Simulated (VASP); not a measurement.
TiNi: relaxation of cell and atoms with PBEsol

Crystal: TiNi.

```
Ti Ni
1.0
     3.01129    0.00000    0.00000
     0.00000    3.01129    0.00000
     0.00000    0.00000    3.01129
Ti Ni
1 1
Direct
  0.50000 0.50000 0.50000
  0.00000 0.00000 0.00000
```

The cell comes from a database or a generator and needn't be the stable form of this composition.

```json
{
 "Program": "VASP 6.6.1",
 "Task": "relaxation of cell and atoms",
 "Functional": "PBEsol",
 "Potentials or basis": "VASP PAW PBE potentials, release 64 (Ti_sv, Ni)",
 "Cutoff": "600 eV",
 "k mesh": "14 × 14 × 14",
 "Occupations": "gaussian, width 0.1 eV",
 "Spin": "no spin polarisation",
 "Dipole correction": "no",
 "Further INCAR settings": "ALGO = Fast; EDIFF = 1e-06; IBRION = 2; EDIFFG = -0.005; NSW = 70; ISIF = 3"
}
```

* Relaxed volume: 13.09 Å³/atom
* Relaxed cell: a = 2.969 Å, b = 2.969 Å, c = 2.969 Å, α = 90.00°, β = 90.00°, γ = 90.00°
* Space group after relaxing (to 0.05 Å): Pm-3m (No. 221)
* Energy gained by relaxing: 12.1 meV/atom
* Ionic steps: 4
* Pressure after relaxing: 0.0 GPa
* Band gap on the k mesh: none (metal or under the smearing width)

The path:
```tsv
step	energy change (eV)	largest force (eV/Å)	pressure (GPa)	volume (Å³)
1	0.0000	0.0000	-6.68	27.31
2	0.0014	0.0000	7.92	25.12
3	-0.0242	0.0000	-0.08	26.20
4	-0.0242	0.0000	0.04	26.17
```

Final structure:
```yaml
crystal:
  lattice:
    - [2.96908, 0.00000, 0.00000]
    - [0.00000, 2.96908, 0.00000]
    - [0.00000, 0.00000, 2.96908]
  atoms:
    - { symbol: Ti, position: [0.50000, 0.50000, 0.50000] }
    - { symbol: Ni, position: [0.00000, 0.00000, 0.00000] }
```

Levels at points of the mesh, in eV from the Fermi level:
| k point | band 7 | band 8 | band 9 | band 10 | band 11 | band 12 | band 13 | band 14 | band 15 |
| --- | --- | --- | --- | --- | --- | --- | --- | --- | --- |
| (0.00, 0.00, 0.00) | -3.99 | -2.03 | -2.03 | -2.03 | 0.47 | 0.47 | 2.69 | 2.69 | 2.69 |
| (0.50, 0.00, 0.00) | -2.82 | -2.13 | -2.13 | -1.71 | -0.77 | -0.59 | 0.66 | 0.66 | 2.31 |
| (0.50, 0.50, 0.00) | -2.82 | -2.82 | -1.30 | -0.74 | 0.52 | 0.52 | 0.95 | 2.37 | 2.37 |
| (0.50, 0.50, 0.50) | -2.87 | -2.20 | -2.20 | -2.20 | -1.28 | -1.28 | 3.23 | 3.23 | 6.35 |

It took 2.9 min on 1 thread of AMD EPYC 9R45 96-Core Processor (Zen 5), with other jobs on the host, peak memory 0.17 GiB.

Caveat: the PAW data sets were made with another functional, which shifts forces and pressure a little. Spin polarisation is off, so any magnetic state and its effect on volume and gap are missing.
